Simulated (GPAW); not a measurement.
# Pt (Fm-3m) in GPAW: convergence with k mesh

Aim: find how far k mesh must go before the results for Pt settle, at LDA. This setting moves, with any that are tied to it; all else stays.

Everything below comes from runs of GPAW 26.7.0. Logs are shortened: lines on timing, memory, paths and dates and some standing lists are left out, and cuts for length are marked. The log counts tension as positive stress, the text compression.

## Step 1: The crystal as given

It takes space group Fm-3m (No. 225, cubic). Conventional cell: a = 3.922 Å, b = 3.922 Å, c = 3.922 Å, α = 90.00°, β = 90.00°, γ = 90.00°. Pt (site symmetry m-3m) has 12 Pt at 2.77 Å as nearest neighbours.

## Step 2: With k mesh 3 × 3 × 3

File run.py:

```python
import numpy as np
from ase.spacegroup import crystal
from ase.units import Bohr, Ha
from gpaw import GPAW, PW
from gpaw.hybrids.energy import non_self_consistent_energy
from gpaw.xc.rpa import RPACorrelation

# Pt 4a
atoms = crystal(['Pt'],
                basis=[[0.0, 0.0, 0.0]],
                spacegroup=225, setting=1,  # Fm-3m
                cellpar=[3.9218, 3.9218, 3.9218, 90.0, 90.0, 90.0],
                primitive_cell=True)

for x in [1.0]:
    ecuts = np.array([76.8, 96.0, 120])
    a = atoms.copy()
    a.set_cell(atoms.cell * x**(1 / 3), scale_atoms=True)
    calc = GPAW(mode=PW(400),
                xc='LDA',
                kpts={'size': (3, 3, 3), 'gamma': True},
                occupations={'name': 'fermi-dirac', 'width': 0.05},
                nbands=17,
                convergence={'density': 1e-06},
                maxiter=150,
                txt=f'gs-{x:.2f}.txt')
    a.calc = calc
    dft = a.get_potential_energy(force_consistent=True)
    calc.write(f'gs-{x:.2f}.gpw')
    exx = non_self_consistent_energy(calc, 'EXX').sum()
    calc.diagonalize_full_hamiltonian(nbands=int(a.get_volume() / Bohr**3 * (ecuts[-1] / Ha)**1.5 * 2**0.5 / 3 / np.pi**2 * 1.15) + 30)
    calc.write(f'full-{x:.2f}.gpw', mode='all')
    ec = RPACorrelation(f'full-{x:.2f}.gpw', ecut=ecuts, nfrequencies=16, skip_gamma=True, frequency_scale=2.5, txt=f'rpa-{x:.2f}.txt').calculate()
    slope, ec_inf = np.polyfit(ecuts**-1.5, ec, 1)
    print(f'V = {a.get_volume():.4f} A^3: DFT {dft:.5f}, EXX {exx:.5f}, correlation', *ec.round(5), f'extrapolated {ec_inf:.5f}, total {exx + ec_inf:.5f} eV', flush=True)
```

Potentials or basis: the program's PAW data sets (release 1.2.1) made for this functional, pw.

Started as:

```console
$ OMP_NUM_THREADS=1 python run.py
```

Standard output:

```text
Using integrator: PointIntegrator
FrequencyDescriptor(from 0.000+0.000j to 0.000+800.000j eV, 16 points)
Nonperiodic BCs:  [False False False]
Using integrator: PointIntegrator
FrequencyDescriptor(from 0.000+0.000j to 0.000+800.000j eV, 16 points)
Nonperiodic BCs:  [False False False]
Integrating chi0 body.

Symmetries of q_c:
    Direct symmetries (Uq -> q): 4
    Indirect symmetries (TUq -> q): 0
In total 4 allowed symmetries.

  ( 1  0  0)  ( 0  1  0)  ( 0 -1  1)  (-1  0  1)
  ( 0  1  0)  ( 1  0  0)  (-1  0  1)  ( 0 -1  1)
  ( 0  0  1)  ( 0  0  1)  ( 0  0  1)  ( 0  0  1)

12 groups of equivalent kpoints. 55.55555555555556% reduction.

Integral kind: hermitian response function
Integrating chi0 body.

Symmetries of q_c:
    Direct symmetries (Uq -> q): 4
    Indirect symmetries (TUq -> q): 0
In total 4 allowed symmetries.

  ( 1  0  0)  ( 0  1  0)  ( 0 -1  1)  (-1  0  1)
  ( 0  1  0)  ( 1  0  0)  (-1  0  1)  ( 0 -1  1)
  ( 0  0  1)  ( 0  0  1)  ( 0  0  1)  ( 0  0  1)

12 groups of equivalent kpoints. 55.55555555555556% reduction.

Integral kind: hermitian response function
Integrating chi0 body.

Symmetries of q_c:
    Direct symmetries (Uq -> q): 4
    Indirect symmetries (TUq -> q): 0
In total 4 allowed symmetries.

  ( 1  0  0)  ( 0  1  0)  ( 0 -1  1)  (-1  0  1)
  ( 0  1  0)  ( 1  0  0)  (-1  0  1)  ( 0 -1  1)
  ( 0  0  1)  ( 0  0  1)  ( 0  0  1)  ( 0  0  1)

12 groups of equivalent kpoints. 55.55555555555556% reduction.

Integral kind: hermitian response function
Integrating chi0 body.

Symmetries of q_c:
    Direct symmetries (Uq -> q): 8
    Indirect symmetries (TUq -> q): 0
In total 8 allowed symmetries.

  ( 1  0  0)  ( 1  0  0)  ( 1  0 -1)  ( 1  0 -1)  ( 0  1  0)  ( 0  1  0)
  ( 1  0 -1)  ( 0  1  0)  ( 1  0  0)  ( 0  1 -1)  ( 1  0  0)  ( 0  1 -1)
  ( 1 -1  0)  ( 0  0  1)  ( 1 -1  0)  ( 0  0 -1)  ( 0  0  1)  (-1  1  0)

  ( 0  1 -1)  ( 0  1 -1)
  ( 1  0 -1)  ( 0  1  0)
  ( 0  0 -1)  (-1  1  0)

9 groups of equivalent kpoints. 66.66666666666667% reduction.

Integral kind: hermitian response function
Integrating chi0 body.

Symmetries of q_c:
    Direct symmetries (Uq -> q): 8
    Indirect symmetries (TUq -> q): 0
In total 8 allowed symmetries.

  ( 1  0  0)  ( 1  0  0)  ( 1  0 -1)  ( 1  0 -1)  ( 0  1  0)  ( 0  1  0)
  ( 1  0 -1)  ( 0  1  0)  ( 1  0  0)  ( 0  1 -1)  ( 1  0  0)  ( 0  1 -1)
  ( 1 -1  0)  ( 0  0  1)  ( 1 -1  0)  ( 0  0 -1)  ( 0  0  1)  (-1  1  0)

  ( 0  1 -1)  ( 0  1 -1)
  ( 1  0 -1)  ( 0  1  0)
  ( 0  0 -1)  (-1  1  0)

9 groups of equivalent kpoints. 66.66666666666667% reduction.

Integral kind: hermitian response function
Integrating chi0 body.

Symmetries of q_c:
    Direct symmetries (Uq -> q): 8
    Indirect symmetries (TUq -> q): 0
In total 8 allowed symmetries.

  ( 1  0  0)  ( 1  0  0)  ( 1  0 -1)  ( 1  0 -1)  ( 0  1  0)  ( 0  1  0)
  ( 1  0 -1)  ( 0  1  0)  ( 1  0  0)  ( 0  1 -1)  ( 1  0  0)  ( 0  1 -1)
  ( 1 -1  0)  ( 0  0  1)  ( 1 -1  0)  ( 0  0 -1)  ( 0  0  1)  (-1  1  0)

  ( 0  1 -1)  ( 0  1 -1)
  ( 1  0 -1)  ( 0  1  0)
  ( 0  0 -1)  (-1  1  0)

9 groups of equivalent kpoints. 66.66666666666667% reduction.

Integral kind: hermitian response function
Integrating chi0 body.

Symmetries of q_c:
    Direct symmetries (Uq -> q): 6
    Indirect symmetries (TUq -> q): 0
In total 6 allowed symmetries.

  ( 1  0  0)  ( 1  0  0)  ( 0  1  0)  ( 0  1  0)  ( 0  0  1)  ( 0  0  1)
  ( 0  1  0)  ( 0  0  1)  ( 1  0  0)  ( 0  0  1)  ( 1  0  0)  ( 0  1  0)
  ( 0  0  1)  ( 0  1  0)  ( 0  0  1)  ( 1  0  0)  ( 0  1  0)  ( 1  0  0)

10 groups of equivalent kpoints. 62.96296296296296% reduction.

Integral kind: hermitian response function
Integrating chi0 body.

Symmetries of q_c:
    Direct symmetries (Uq -> q): 6
    Indirect symmetries (TUq -> q): 0
In total 6 allowed symmetries.

  ( 1  0  0)  ( 1  0  0)  ( 0  1  0)  ( 0  1  0)  ( 0  0  1)  ( 0  0  1)
  ( 0  1  0)  ( 0  0  1)  ( 1  0  0)  ( 0  0  1)  ( 1  0  0)  ( 0  1  0)
  ( 0  0  1)  ( 0  1  0)  ( 0  0  1)  ( 1  0  0)  ( 0  1  0)  ( 1  0  0)

10 groups of equivalent kpoints. 62.96296296296296% reduction.

Integral kind: hermitian response function
Integrating chi0 body.

Symmetries of q_c:
    Direct symmetries (Uq -> q): 6
    Indirect symmetries (TUq -> q): 0
In total 6 allowed symmetries.

  ( 1  0  0)  ( 1  0  0)  ( 0  1  0)  ( 0  1  0)  ( 0  0  1)  ( 0  0  1)
  ( 0  1  0)  ( 0  0  1)  ( 1  0  0)  ( 0  0  1)  ( 1  0  0)  ( 0  1  0)
  ( 0  0  1)  ( 0  1  0)  ( 0  0  1)  ( 1  0  0)  ( 0  1  0)  ( 1  0  0)

10 groups of equivalent kpoints. 62.96296296296296% reduction.

Integral kind: hermitian response function
```

rpa-1.00.txt:

```text
Non-self-consistent RPA correlation energy

Atoms                          : Pt
Ground state XC functional     : LDA
Valence electrons              : 16
Number of bands                : 81
Number of spins                : 1
Number of k-points             : 27
Number of irreducible k-points : 4
Number of irreducible q-points : 4

    q: [0.0000 0.0000 0.0000] - weight: 0.037
    q: [0.3333 0.3333 0.6667] - weight: 0.444
    q: [0.3333 0.3333 0.0000] - weight: 0.222
    q: [0.3333 0.3333 0.3333] - weight: 0.296

Analytical coupling constant integration

Frequencies
    Gauss-Legendre integration with 16 frequency points
    Transformed from [0,oo] to [0,1] using e^[-aw^(1/B)]
    Highest frequency point at 800.0 eV and B=2.5

    G-vector decomposition        : 1

Response function bands : Equal to number of plane waves
Plane wave cutoffs (eV) : 76.800 96.000 120.000
No Coulomb truncation

Not calculating E_c(q) at Gamma
# 1
q = [0.333 0.333 0.667]
E_cut = 76 eV / Bands = 26:
E_c(q) = -10.433 eV
E_cut = 96 eV / Bands = 34:
E_c(q) = -11.656 eV
E_cut = 120 eV / Bands = 46:
E_c(q) = -12.663 eV

# 2
q = [0.333 0.333 0.000]
E_cut = 76 eV / Bands = 23:
E_c(q) = -11.717 eV
E_cut = 96 eV / Bands = 31:
E_c(q) = -13.162 eV
E_cut = 120 eV / Bands = 44:
E_c(q) = -14.490 eV

# 3
q = [0.333 0.333 0.333]
E_cut = 76 eV / Bands = 18:
E_c(q) = -12.269 eV
E_cut = 96 eV / Bands = 34:
E_c(q) = -15.554 eV
E_cut = 120 eV / Bands = 46:
E_c(q) = -16.638 eV

==========================================================

Total correlation energy:
    77:   -10.8760 eV
    96:   -12.7135 eV
   120:   -13.7779 eV

Extrapolated energies:
    77 -  96:  -17.336 eV
    96 - 120:  -16.455 eV
```

Wall time 7.1 s (1 thread of Arm Neoverse V1, shared host); peak memory 0.18 GiB.

What came out:

| Item | Value |
| --- | --- |
| Free energy | -7.2336 eV |
| Band gap on the k mesh, mean-field level | none (metal or under the smearing width) |

## Step 3: With k mesh 4 × 4 × 4

Edit run.py of step 2 so:

```diff
@@ -20,3 +20,3 @@
                 xc='LDA',
-                kpts={'size': (3, 3, 3), 'gamma': True},
+                kpts={'size': (4, 4, 4), 'gamma': True},
                 occupations={'name': 'fermi-dirac', 'width': 0.05},
```

Potentials or basis: the program's PAW data sets (release 1.2.1) made for this functional, pw.

Started as:

```console
$ OMP_NUM_THREADS=1 python run.py
```

Wall time 19 s (1 thread of Arm Neoverse V1, shared host); peak memory 0.19 GiB.

Results:

* Free energy: -7.9877 eV
* Band gap on the k mesh, mean-field level: none (metal or under the smearing width)

## Step 4: With k mesh 5 × 5 × 5

Edit run.py of step 3 so:

```diff
@@ -20,3 +20,3 @@
                 xc='LDA',
-                kpts={'size': (4, 4, 4), 'gamma': True},
+                kpts={'size': (5, 5, 5), 'gamma': True},
                 occupations={'name': 'fermi-dirac', 'width': 0.05},
```

Started as:

```console
$ OMP_NUM_THREADS=1 python run.py
```

Wall time 43 s (1 thread of Arm Neoverse V1, shared host); peak memory 0.19 GiB.

What came out:

| Item | Value |
| --- | --- |
| Free energy | -7.5659 eV |
| Band gap on the k mesh, mean-field level | none (metal or under the smearing width) |

## Step 5: With k mesh 6 × 6 × 6

Edit run.py of step 4 so:

```diff
@@ -20,3 +20,3 @@
                 xc='LDA',
-                kpts={'size': (5, 5, 5), 'gamma': True},
+                kpts={'size': (6, 6, 6), 'gamma': True},
                 occupations={'name': 'fermi-dirac', 'width': 0.05},
```

Started as:

```console
$ OMP_NUM_THREADS=1 python run.py
```

It took 1.8 min on 1 thread of Arm Neoverse V1, shared host; peak memory 0.22 GiB.

Results:

```yaml
Free_energy: -7.9760 eV
Band_gap_on_the_k_mesh_mean-field_level: none (metal or under the smearing width)
```

## Step 6: With k mesh 7 × 7 × 7

Edit run.py of step 5 so:

```diff
@@ -20,3 +20,3 @@
                 xc='LDA',
-                kpts={'size': (6, 6, 6), 'gamma': True},
+                kpts={'size': (7, 7, 7), 'gamma': True},
                 occupations={'name': 'fermi-dirac', 'width': 0.05},
```

Potentials or basis: the program's PAW data sets (release 1.2.1) made for this functional, pw.

Started as:

```console
$ OMP_NUM_THREADS=1 python run.py
```

It took 3.7 min on 1 thread of Arm Neoverse V1, shared host; peak memory 0.27 GiB.

Results:

```yaml
Free_energy: -7.8354 eV
Band_gap_on_the_k_mesh_mean-field_level: none (metal or under the smearing width)
```

## Step 7: With k mesh 8 × 8 × 8

Edit run.py of step 6 so:

```diff
@@ -20,3 +20,3 @@
                 xc='LDA',
-                kpts={'size': (7, 7, 7), 'gamma': True},
+                kpts={'size': (8, 8, 8), 'gamma': True},
                 occupations={'name': 'fermi-dirac', 'width': 0.05},
```

Started as:

```console
$ OMP_NUM_THREADS=1 python run.py
```

Run time: 8 min. Hardware: 1 thread of Arm Neoverse V1, shared host; peak memory 0.35 GiB.

What came out:

```yaml
Free_energy: -7.8551 eV
Band_gap_on_the_k_mesh_mean-field_level: none (metal or under the smearing width)
```

## Step 8: With k mesh 9 × 9 × 9

Edit run.py of step 7 so:

```diff
@@ -20,3 +20,3 @@
                 xc='LDA',
-                kpts={'size': (8, 8, 8), 'gamma': True},
+                kpts={'size': (9, 9, 9), 'gamma': True},
                 occupations={'name': 'fermi-dirac', 'width': 0.05},
```

Started as:

```console
$ OMP_NUM_THREADS=1 python run.py
```

Run time: 14 min. Hardware: 1 thread of Arm Neoverse V1, shared host; peak memory 0.45 GiB.

What came out:

| Quantity | Value |
| --- | --- |
| Free energy | -7.8975 eV |
| Band gap on the k mesh, mean-field level | none (metal or under the smearing width) |

## Step 9: Summary

| k mesh | energy less the tightest run, at zero smearing (meV/atom) | CPU time (s) | peak memory (GiB) |
| --- | --- | --- | --- |
| 3 × 3 × 3 | 677.51 | 7.1 | 0.18 |
| 4 × 4 × 4 | -83.53 | 19 | 0.19 |
| 5 × 5 × 5 | 340.70 | 43 | 0.19 |
| 6 × 6 × 6 | -78.85 | 110 | 0.22 |
| 7 × 7 × 7 | 66.60 | 220 | 0.27 |
| 8 × 8 × 8 | 44.00 | 480 | 0.35 |
| 9 × 9 × 9 | 0.00 | 820 | 0.45 |

Not settled before the last step: the energy (to 1 meV/atom). Meshes of other sizes hit other points, so gaps and Fermi surfaces needn't settle smoothly. The tightest run that finished is the yardstick and may itself not be fully converged.

Caveats: the response cutoff is short for absolute correlation energies; RPA of a metal hangs on this mesh.
